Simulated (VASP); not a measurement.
# Ir (P6_3/mmc) in VASP: a series of runs

Runs on Ir. Level: PBE. Tasks: single point.

Program: VASP 6.6.1. These are calculated values, not measurements. Logs are shortened: lines on timing, memory, paths and dates and some standing lists are left out, and cuts for length are marked.

## (1) Starting point

It takes space group P6_3/mmc (No. 194, hexagonal). The conventional cell has a = 2.751 Å, b = 2.751 Å, c = 4.462 Å, α = 90.00°, β = 90.00°, γ = 120.00°. Ir (site symmetry -6m2) has 12 Ir at 2.74 to 2.75 Å as nearest neighbours.

This isn't the form of Ir at room conditions, which is fcc.

## (2) Single point, PBE

The input, INCAR:

```
SYSTEM = Ir
ADDGRID = .FALSE. ; ALGO = Normal
EDIFF = 1E-6 ; ENCUT = 520
GGA = PE ; ISIF = 2
ISMEAR = 0 ; LASPH = .TRUE.
LCHARG = .FALSE. ; LREAL = .FALSE.
LWAVE = .FALSE. ; NELM = 100
PREC = Accurate ; SIGMA = 0.2
```

The input, KPOINTS:

```
k-points
0
G
  4 4 3
  0 0 0
```

The input, POSCAR:

```
Ir
1.0
    2.7513778946      0.0000000000      0.0000000000
   -1.3756889473      2.3827631521      0.0000000000
    0.0000000000      0.0000000000      4.4622900000
Ir
2
Direct
    0.3583140000      0.6617470000      0.2121330000
    0.6598720000      0.3587530000      0.7691070000
```

Potentials or basis: VASP PAW PBE potentials, release 64 (Ir).

Run with:

```bash
> cat potpaw_PBE.64/Ir/POTCAR > POTCAR
> mpirun -np 1 vasp_std > vasp.out
```

OUTCAR:

```text
SYSTEM = Ir
   EDIFF = 1E-6
   ENCUT = 520
   GGA = PE
   ISIF = 2
   ISMEAR = 0
   LASPH = .TRUE.
   LREAL = .FALSE.
   NELM = 100
   PREC = Accurate

 Found     26 irreducible k-points:

 Following reciprocal coordinates:
            Coordinates               Weight
  0.000000  0.000000  0.000000      1.000000
  0.250000  0.000000  0.000000      2.000000
  0.000000  0.250000  0.000000      2.000000
 -0.250000  0.250000  0.000000      2.000000
  0.500000  0.000000  0.000000      1.000000
  0.000000  0.500000  0.000000      1.000000
   k-points           NKPTS =     26   k-points in BZ     NKDIM =     26   number of bands    NBANDS=     13
   number of dos      NEDOS =    301   number of ions     NIONS =      2
   total plane-waves  NPLWV =  14400
   dimension x,y,z NGX =    20 NGY =   20 NGZ =   36
   dimension x,y,z NGXF=    40 NGYF=   40 NGZF=   72
   ions per type =               2
   NGX,Y,Z   is equivalent  to a cutoff of  12.08, 12.08, 13.41 a.u.
   NGXF,Y,Z  is equivalent  to a cutoff of  24.17, 24.17, 26.82 a.u.
 SYSTEM =  Ir
   PREC   = accura    normal or accurate (medium, high low for compatibility)
   ISTART =      0    job   : 0-new  1-cont  2-samecut
   ICHARG =      2    charge: 1-file 2-atom 10-const
   ISPIN  =      1    spin polarized calculation?
   LNONCOLLINEAR =      F non collinear calculations
   LSORBIT =      F    spin-orbit coupling
   LASPH  =      T    aspherical Exc in radial PAW
   ENCUT  =  520.0 eV  38.22 Ry    6.18 a.u.   5.12  5.12  8.30*2*pi/ulx,y,z
   NELM   =    100;   NELMIN=  2; NELMDL= -5     # of ELM steps
   EDIFF  = 0.1E-05   stopping-criterion for ELM
   LREAL  =      F    real-space projection
   EDIFFG = 0.1E-04   stopping-criterion for IOM
   NSW    =      0    number of steps for IOM
   IBRION =     -1    ionic relax: 0-MD 1-quasi-New 2-CG
   NFREE  =      0    steps in history (QN), initial steepest desc. (CG)
   ISIF   =      2    stress and relaxation
   ISYM   =      2    0-nonsym 1-usesym 2-fastsym
   POTIM  = 0.5000    time-step for ionic-motion
   TEBEG  =    0.0;   TEEND  =   0.0 temperature during run
   PSTRESS=    0.0 pullay stress
   NELECT =      18.0000    total number of electrons
   NUPDOWN=      -1.0000    fix difference up-down
   EMIN   =  10.00;   EMAX   =-10.00  energy-range for DOS
   EFERMI =   0.00;   METHOD = LEGACY
   ISMEAR =     0;   SIGMA  =   0.20  broadening in eV -4-tet -1-fermi 0-gaus
   EFERMI_NEDOS =   21; number of points for ismear=-14 and -15
   IALGO  =     38    algorithm
   IMIX   =      4    mixing-type and parameters
     AMIX     =   0.40;   BMIX     =  1.00
     AMIX_MAG =   1.60;   BMIX_MAG =  1.00
  volume/ion in A,a.u.               =      14.63        98.71
  Fermi-wavevector in a.u.,A,eV,Ry     =   1.392417  2.631287 26.379323  1.938826
  Thomas-Fermi vector in A             =   2.516162
   LORBIT       =      0    0 simple, 1 ext, 2 COOP (PROOUT), +10 PAW based schemes
   GGA     = PE    functional components
   LHFCALC =     F    Hartree Fock is set to
   AEXX    =    0.0000 exact exchange contribution
   IVDW    =     0    specifies the selected vdW correction
   LEPSILON=     F    determine dielectric tensor
   LRPA    =     F    only Hartree local field effects (RPA)
 non-spin polarized calculation
 Gauss-broadening in eV      SIGMA  =   0.20
  energy-cutoff  :      520.00
  volume of cell :       29.25
 maximum number of plane-waves:       796
   NGX = 11   NGY = 11   NGZ = 17

 number of electron      18.0000000 magnetization

 Free energy of the ion-electron system (eV)
  ---------------------------------------------------
  ext. energy  EPLUGINS =         0.00000000
  ---------------------------------------------------
  free energy    TOTEN  =       -17.38100717 eV

  energy without entropy =      -17.34616973  energy(sigma->0) =      -17.36358845

 E-fermi :  10.1053     XC(G=0): -13.7431

 val. band max:       10.0546660264   @ k =   0.2500   0.5000   0.3333
 cond. band min:      10.1194927431   @ k =   0.0000   0.0000   0.3333
 fundamental gap:      0.0648267168
 Fermi energy:        10.1053460926

 k-point     1 :       0.0000    0.0000    0.0000
  band No.  band energies     occupation
      1      -0.9614      2.00000
      2       1.9038      2.00000
      3       5.8879      2.00000
      4       5.9618      2.00000
      5       6.0523      2.00000
      6       6.2877      2.00000
      7       6.6914      2.00000
      8       7.7542      2.00000
      9       8.4306      2.00000
     10       9.6080      1.99956
     11       9.9598      1.69652
     12      10.8638      0.00000
     13      16.0735      0.00000

 k-point     2 :       0.2500    0.0000    0.0000
  band No.  band energies     occupation
      1       1.0503      2.00000
      2       3.0294      2.00000
      3       4.3793      2.00000
      4       5.5898      2.00000
      5       5.9549      2.00000
      6       6.2660      2.00000
      7       7.6016      2.00000
      8       7.8594      2.00000
      9       8.1293      2.00000
     10       8.7980      2.00000
     11      10.9649      0.00000
     12      15.7335      0.00000
     13      16.4056      0.00000
[... 33 lines left out ...]
 k-point     5 :       0.5000    0.0000    0.0000
  band No.  band energies     occupation
      1       2.3593      2.00000
      2       2.5008      2.00000
      3       3.1246      2.00000
      4       5.6467      2.00000
      5       6.9919      2.00000
      6       7.0254      2.00000
      7       7.2821      2.00000
      8      10.5734      0.00093
      9      10.6510      0.00011
     10      11.1786      0.00000
     11      12.5730      0.00000
     12      14.4169      0.00000
     13      17.1152      0.00000

 k-point     6 :       0.0000    0.5000    0.0000
  band No.  band energies     occupation
      1       2.3619      2.00000
      2       2.5068      2.00000
      3       3.1298      2.00000
      4       5.6513      2.00000
      5       6.9827      2.00000
      6       7.0125      2.00000
      7       7.2787      2.00000
      8      10.5695      0.00103
      9      10.6510      0.00011
     10      11.1746      0.00000
     11      12.5822      0.00000
     12      14.4088      0.00000
     13      17.1271      0.00000

 [... further k-points ...]

------------------------ aborting loop because EDIFF is reached ----------------------------------------

  FORCE on cell =-STRESS in cart. coord.  units (eV):
  Direction    XX          YY          ZZ          XY          YZ          ZX
  --------------------------------------------------------------------------------------
  -------------------------------------------------------------------------------------
  Total        0.0769187     -0.6511422      5.8035445     -0.6512209      0.9099469     -1.6075589
  in kB        4.2126333    -35.6613278    317.8447100    -35.6656408     49.8353722    -88.0417299
  external PRESSURE =      95.4653385 kB  Pullay stress =       0.0000000 kB

 VOLUME and BASIS-vectors are now :
 -----------------------------------------------------------------------------
  energy-cutoff  :      520.00
  volume of cell :       29.25
      direct lattice vectors                 reciprocal lattice vectors
     2.751377895  0.000000000  0.000000000     0.363454254  0.209840411  0.000000000
    -1.375688947  2.382763152  0.000000000     0.000000000  0.419680823  0.000000000
     0.000000000  0.000000000  4.462290000     0.000000000  0.000000000  0.224100182

 POSITION                                       TOTAL-FORCE (eV/Angst)
 -----------------------------------------------------------------------------------
      0.07550      1.57679      0.94660        -0.879237      0.497388      4.676467
      1.32202      0.85482      3.43198         0.879237     -0.497388     -4.676467
 -----------------------------------------------------------------------------------
    total drift:                               -0.000001     -0.000003     -0.000003

  FREE ENERGIE OF THE ION-ELECTRON SYSTEM (eV)
  ---------------------------------------------------
  free  energy   TOTEN  =       -17.3810071726 eV

  energy  without entropy=      -17.3461697346  energy(sigma->0) =      -17.36358845
```

stdout:

```text
POSCAR found type information on POSCAR Ir
 POSCAR found :  1 types and       2 ions
 scaLAPACK will be used
 LDA part: xc-table for (Slater+PW92), standard interpolation
 POSCAR, INCAR and KPOINTS ok, starting setup
 FFT: planning ... GRIDC
 FFT: planning ... GRID_SOFT
 FFT: planning ... GRID
 WAVECAR not read
 entering main loop
```

Wall time 9.9 s (1 thread of Intel Xeon Platinum 8375C at 2.90GHz (Ice Lake), shared host); peak memory 0.14 GiB.

The run converged, but some of its settings lie outside the range that counts as converged, so its numbers aren't taken as properties of the crystal.

What came out:

| Item | Value |
| --- | --- |
| Free energy | -17.3810 eV |
| Pressure | 9.5 GPa |
| Largest force | 4.784 eV/Å |
| Band gap on the k mesh | none (metal or under the smearing width) |

Caveat: the k mesh is coarse (spacing up to 0.66 Å⁻¹), so the values aren't converged.

## (3) Single point, PBE

Changes to INCAR since step 2:

```diff
@@ -2,3 +2,3 @@
 ADDGRID = .FALSE. ; ALGO = Normal
-EDIFF = 1E-6 ; ENCUT = 520
+EDIFF = 1E-6 ; ENCUT = 400
 GGA = PE ; ISIF = 2
```

The input, KPOINTS:

```
k-points
0
G
  5 5 3
  0 0 0
```

The input, POSCAR:

```
Ir
1.0
    2.7513778946      0.0000000000      0.0000000000
   -1.3756889473      2.3827631521      0.0000000000
    0.0000000000      0.0000000000      4.4622900000
Ir
2
Direct
    0.3333333333      0.6666666667      0.2500000000
    0.6666666667      0.3333333333      0.7500000000
```

Potentials or basis: VASP PAW PBE potentials, release 64 (Ir).

Run with:

```bash
> cat potpaw_PBE.64/Ir/POTCAR > POTCAR
> mpirun -np 1 vasp_std > vasp.out
```

Wall time 4.7 s (1 thread of Intel Xeon Platinum 8375C at 2.90GHz (Ice Lake), shared host); peak memory 0.13 GiB.

The run converged, but some of its settings lie outside the range that counts as converged, so its numbers aren't taken as properties of the crystal.

Results:

- Free energy: -17.4262 eV
- Pressure: 0.4 GPa
- Band gap on the k mesh: none (metal or under the smearing width)

Caveat: the k mesh is coarse (spacing up to 0.53 Å⁻¹), so the values aren't converged.

## (4) Single point, PBE

INCAR is that of step 3.

KPOINTS is that of step 3.

The input, POSCAR:

```
Ir
1.0
    2.7513778946      0.0000000000      0.0000000000
   -1.3756889473      2.3827631521      0.0000000000
    0.0000000000      0.0000000000      4.4622900000
Ir
2
Direct
    0.3583140000      0.6617470000      0.2121330000
    0.6598720000      0.3587530000      0.7691070000
```

Run with:

```bash
> cat potpaw_PBE.64/Ir/POTCAR > POTCAR
> mpirun -np 1 vasp_std > vasp.out
```

It took 10 s on 1 thread of Intel Xeon Platinum 8375C at 2.90GHz (Ice Lake), shared host; peak memory 0.13 GiB.

These settings aren't checked as converged: the numbers below hold their error.

Results:

```yaml
Free_energy: -16.9655 eV
Pressure: 13.3 GPa
Largest_force: 3.494 eV/Å
Band_gap_on_the_k_mesh: none (metal or under the smearing width)
```

Caveat: the k mesh is coarse (spacing up to 0.53 Å⁻¹), so the values aren't converged.

## (5) The reference run

An earlier run on the cell as given: functional PBEsol; potentials or basis VASP PAW PBE potentials, release 64 (Ir); cutoff 520 eV; k mesh 11 × 11 × 6; occupations fermi-dirac, width 0.05 eV; no spin polarisation.

- Pressure: -11.6 GPa
- Band gap on the k mesh: none (metal or under the smearing width)
